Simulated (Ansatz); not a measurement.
# Sm (R-3m) in Ansatz: single point with PBE

Aim: the single point of Sm with PBE.

Everything below comes from runs of Ansatz 0.2.0. Logs are shortened: lines on timing, memory, paths and dates and some standing lists are left out, and cuts for length are marked.

## (1) The crystal as given

Symmetry: R-3m, No. 166, trigonal system. The conventional cell has a = 3.621 Å, b = 3.621 Å, c = 26.249 Å, α = 90.00°, β = 90.00°, γ = 120.00°. Sm (site symmetry 3m) is surrounded by 12 Sm at 3.59 to 3.62 Å. Sm (site symmetry -3m) has 12 Sm at 3.59 to 3.62 Å as nearest neighbours.

## (2) Single point, PBE, collinear spin, ferromagnetic start

input.yaml

```yaml
crystal:
  lattice:
    - [1.8104349804, 1.0452551233, 8.7497304478]
    - [-1.8104349804, 1.0452551233, 8.7497304478]
    - [0.0, -2.0905102466, 8.7497304478]
  atoms:
    - { symbol: Sm, position: [0.22222, 0.22222, 0.22222], spin: 6.5 }
    - { symbol: Sm, position: [0.77778, 0.77778, 0.77778], spin: 6.5 }
    - { symbol: Sm, position: [0.0, 0.0, 0.0], spin: 6.5 }
hamiltonian:
  xc: pbe
  pseudopotentials: { kind: paw }
magnetization:
  spin_polarized: true
kpoints:
  mp_grid: { grid: [9, 9, 9] }
scf:
  occupations: { method: fermi_dirac, width: 0.05 }
output:
  forces: true
  stress: true
  eigenvalues: true
  write_density: true
  write_potential: true
  elf: true
  volumetric_format: npy
```

Potentials or basis: Ansatz PAW.

Launch:

```
> ansatz run input.yaml --threads 2 --pin off --max-ram 5120MiB --backend cpu --events-out ev --progress --plain --runs-dir out
```

The program printed:

```text
Warning: where an SCF of this run starts from atoms to list the orders of its open shells, Sm (sites 0, 1, 2, from 0) starts with 5.22 μB on its 4f shell and 0.78 μB on its 5d shell, in the place of the 6.50 μB that the deck gives it: its open shells can hold no more by Hund's first rule. To start from spheres of the given moment, type scf.initial_density.shell_occupations: []
Warning: RAYON_NUM_THREADS=2 ignored (pool sized by the plan → 2); use --threads N
basis.fft_grid_basis auto: the FFT boxes are laid along the combinations [[1, -1, 0], [0, 1, 0], [0, -1, 1]] of the cell's own vectors, 3.621, 8.996 and 3.621 Å long. The dense box has 25×64×25 points. Along the cell's own vectors, as sized, it would have 64×64×64, 6.55 times as many. Of the 12 symmetry operations that the crystal satisfies within crystal.symmetry.tolerance (time reversal apart; of a slab, those that keep its plane) the dense box along the cell's own vectors carries 12, and the one as laid loses 8 of those. basis.fft_grid_basis: typed keeps the cell's own vectors: state it where this run's energies or levels are differenced outside the engine with another run's, or held beside a run that keeps those vectors. Those combinations have planes normal to reciprocal vector 3, as the cell's own vectors have. Each planar average written beside output.write_density, output.write_potential has a row for each plane of the box: 25. The volumetric files lie along those combinations, not along the cell's own vectors: a cube or XSF file states them, and fields.json those of NumPy files.
band count auto-derived: 45 (N_el = 48.0; filled up to band 24; 41 by the electrons, moments and atoms)
Engine: ansatz 0.2.0, aarch64-unknown-linux-gnu
Pseudopotentials: kind: paw
Pseudopotential: Sm, paw, valence charge 16, recommended cutoff 420 eV (normal), Sm.paw.azcp
Functional definition: PBE
  parameter kappa = 0.804
  parameter beta = 0.06672455060314922
  exchange = pbe_x(kappa = kappa, mu = beta*pi^2/3)
  correlation = pbe_c(beta = beta)
Crystal: 3 atoms, lattice volume = 99.346 Å³
Basis set: ecut = 420 eV, 1901 PW (Γ), FFT grids on a1−a2, a2, −a2+a3, exchange–correlation on 50×128×50 points (8 copies of the dense FFT grid, shifted against one another)
Bands: 45, of which v1, the nominal top of the filled ones, is band 24 counted from 1 (23 counted from 0)
Symmetry: 12 space group operations
Space group: R-3m (ITA 166), of the structure as read, at distance tolerance 4.6e-5 Å
Magnetic group: BNS 166.97 (UNI 1327), of the structure as read, at distance tolerance 4.6e-5 Å
k-points: 85 of 729
Non-local potential: Sm, projectors of the file, l = 0: 3, l = 1: 2, l = 2: 2, l = 3: 3
PAW form: soft (Blöchl's): semilocal exchange-correlation on the pseudo side does not see the compensation charge
PAW one-centre angular grid: Sm, 590 points (default); XC on 64 Gauss nodes
Initial density: superposition of atomic densities (chi_scale 0.1, normalization cell)
Starting moments: Σ|m| = 19.5 μB on 3 of 3 sites
[... 36 lines left out ...]
SCF 1 converged in 26 iterations: F = -24733.377255 eV  dr2 = 2.28e-9
the search or the solves at the SCF's close seem to have found levels that the self-consistency loop had missed (the run counts 1). By its estimate they hold under 1e-12 electrons; where the run keeps them, the occupations were computed again with them
SCF converged after 26 iterations
Magnetization: 19.4544 μB (33.7272 up, 14.2728 down)
Absolute magnetization: 19.4544 μB (∫|ρ↑−ρ↓|)
Spin contamination: 0.0198 ħ² per cell (⟨S²⟩ above its minimum at these occupations)
Per-site moments (μB) at R_I (Å): [(6.066436746530791, 1.4801781197540105), (6.066436746530791, 1.4801781197540105), (6.091187414647461, 1.4802367901560844)]
Free energy (F): -24733.377255 eV
Harris-Foulkes:  -24733.377255 eV  (|F-HF|=2.19e-9)
Internal energy: -24733.189491 eV  (E = F + TS)
E sigma→0 (E₀):  -24733.283373 eV
Entropy (-TS):   -0.187764 eV (-62.588 meV/atom)
Fermi energy:    11.966049 eV
--- Per-component energies (eV) ---
  E_band       = -3.633985
  E_kinetic    = 1007.257527
  E_local      = -4539.367468  (includes V_loc(G=0)·N_el)
  E_nonlocal   = 1203.003768
  E_hartree    = 1775.583934
  E_xc         = -529.320464
  E_vxc        = -578.561432  (∫ρ·V_xc dr)
  E_paw        = -18677.308730  (= ΣΔE_a)
  E_vpaw       = -647.133943  (= ΣTr[D̂ρ^β])
  E_aug_tail   = -0.000001  (compensation charges beyond the density's cutoff)
  E_ewald      = -4973.038058
  E_smearing   = -0.187764  (= −TS)
  E_closure    = 0.000000  (closes the sum)
  Σ components = -24733.377255   (vs F -24733.377255, Δ=0.00e0)
--- Forces (eV/Å), atoms counted from 1 ---
  atom   1  Sm     0.00000000     0.00000000    -0.00628243
  atom   2  Sm    -0.00000000    -0.00000000     0.00628243
  atom   3  Sm    -0.00000000     0.00000000     0.00000000
  max |Σ_I F_I| component: 2.31e-18 eV/Å
--- Stress (GPa, compression-positive) ---
        3.305227       0.000000       0.000000
        0.000000       3.305227      -0.000000
        0.000000      -0.000000       3.544455
  P = ⅓ Tr σ = 3.3850 GPa (33.850 kbar)
--- Band table (eV; the first three rows and the last of 170) ---
  k-point 0 ↑: bands = ["-28.0581", "-27.9746", "-27.9637", "-7.9602", "-7.9493", "-7.2644", "-7.2644", "-7.2493", "-7.2493", "-7.1468", "-7.1468", "-7.1265", "7.4696", "9.5711", "9.5831", "11.4745", "11.4745", "11.4792", "11.5531", "11.5531", "11.6141", "11.6237", "11.6730", "11.6787", "11.6787", "11.6904", "11.6957", "11.7198", "11.7400", "11.7400", "11.7803", "11.7803", "11.7964", "11.8257", "11.9316", "11.9316", "13.1256", "13.1510", "13.6118", "13.6118", "13.9138", "13.9138", "13.9290", "14.2650", "14.2650"]
  k-point 1 ↑: bands = ["-28.0468", "-27.9692", "-27.9561", "-7.9701", "-7.9099", "-7.3560", "-7.3166", "-7.2916", "-7.2732", "-7.2486", "-7.1598", "-7.1430", "7.7919", "9.7998", "9.9307", "11.4327", "11.4643", "11.4784", "11.5328", "11.5457", "11.5617", "11.6085", "11.6324", "11.6471", "11.6510", "11.6710", "11.6740", "11.6964", "11.7138", "11.7526", "11.7726", "11.7921", "11.7991", "11.8422", "11.9369", "11.9378", "12.7808", "12.8764", "13.3923", "13.5376", "13.9041", "14.1931", "14.2379", "14.3196", "14.4970"]
  k-point 2 ↑: bands = ["-28.0173", "-27.9543", "-27.9387", "-7.9570", "-7.8972", "-7.5739", "-7.4869", "-7.4405", "-7.3558", "-7.3339", "-7.1955", "-7.1897", "8.6284", "10.2762", "10.6333", "11.3033", "11.3756", "11.4783", "11.4877", "11.5050", "11.5178", "11.5568", "11.5666", "11.5697", "11.5967", "11.5992", "11.6394", "11.6676", "11.7049", "11.7545", "11.7902", "11.7969", "11.8180", "11.8917", "11.9456", "11.9637", "12.3770", "12.4558", "12.9066", "13.3052", "13.9033", "14.2711", "14.3032", "14.8790", "15.0961"]
  k-point 84 ↓: bands = ["-25.3421", "-25.3340", "-25.2388", "-6.1512", "-5.3801", "-5.3524", "-5.2602", "-5.1890", "-5.0903", "-5.0806", "-5.0711", "-5.0389", "9.7305", "9.8348", "11.4392", "13.7729", "14.0222", "14.1472", "14.2499", "14.5553", "14.9219", "14.9481", "15.1215", "15.1567", "15.2608", "15.3095", "15.3677", "15.4085", "15.4300", "15.4571", "15.4634", "15.5331", "15.5497", "15.5503", "15.6377", "15.8166", "15.8213", "15.8803", "15.9346", "15.9543", "15.9919", "16.0969", "16.1002", "16.2401", "16.2500"]
```

rho_z.tsv:

```text
# z_ang	rho[e/angstrom^3]	rho_spin[e/angstrom^3]
# format = ansatz-planar-average/11
# lattice	1.810434980	1.045255123	8.749730448
# lattice	-1.810434980	1.045255123	8.749730448
# lattice	0.000000000	-2.090510247	8.749730448
# sites	3
# site	62	0.000000000	0.000000000	5.833095300
# site	62	0.000000000	0.000000000	20.416096043
# site	62	0.000000000	0.000000000	0.000000000
0.000000	6.800445e-1	2.966853e-1
0.359840	6.761621e-1	2.886262e-1
0.719680	6.663457e-1	2.733463e-1
1.079520	6.529244e-1	2.668323e-1
1.439360	6.337784e-1	2.728899e-1
1.799200	6.025713e-1	2.776327e-1
[... 17 lines left out ...]
8.276320	6.663457e-1	2.733463e-1
8.636160	6.761621e-1	2.886262e-1
```

It took 69 s on 2 threads of Arm Neoverse V2, shared host; peak memory 0.97 GiB.

What came out:

```
Free energy            : -24733.3773 eV
Pressure               : 3.4 GPa
Band gap on the k mesh : none (metal or under the smearing width)
Net moment             : 19.45 μB per cell
Absolute moment        : 19.45 μB per cell
Site moments           : Sm +6.07, +6.09 μB
```

Levels at points of the mesh, in eV from the Fermi level:
Spin up:
```tsv
k point	band 32	band 33	band 34	band 35	band 36	band 37
(0.00, 0.00, 0.00)	-0.19	-0.17	-0.14	-0.03	-0.03	1.16
```
Spin down:
| k point | band 12 | band 13 | band 14 | band 15 | band 16 | band 17 | band 18 | band 19 |
| --- | --- | --- | --- | --- | --- | --- | --- | --- |
| (0.00, 0.00, 0.00) | -16.93 | -3.29 | -1.13 | -1.11 | 1.93 | 1.94 | 2.77 | 2.82 |

Caveat: the magnetic or orbital state may not be the lowest; spin-orbit coupling is left out, which moves the levels of the heavy elements. The state reached can hang on the start; a lower one may exist.
